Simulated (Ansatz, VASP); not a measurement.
# One calculation of Cu, two programs

```xyz
1
Lattice="0.0000 1.8147 1.8147 1.8147 0.0000 1.8147 1.8147 1.8147 0.0000" Properties=species:S:1:pos:R:3 pbc="T T T"
Cu    0.0000    0.0000    0.0000
```

Alike in both runs: functional PBE; k mesh 38 × 38 × 38; occupations gaussian, width 0.1 eV; no spin polarisation.

Ansatz relaxed the structure, and its values are those at the end. VASP's run is a single point on that final structure, the one shown.

```csv
,VASP,Ansatz
version,VASP 6.6.1,Ansatz 0.2.0
potentials or method,"VASP PAW PBE potentials, release 64 (Cu)","scalar-relativistic, plane waves, PAW"
plane-wave cutoff (eV),520,420
valence electrons in the cell,11,19
```

|  | VASP | Ansatz | Ansatz less VASP |
| --- | --- | --- | --- |
| gap on the k mesh at the Fermi level (eV) | none | none | - |
| pressure (GPa) | 0.4 | 0.0 | -0.47 |

A gap of «none» marks a metal or a gap that the smearing closes. The two sets of potentials don't hold the same shells in valence.
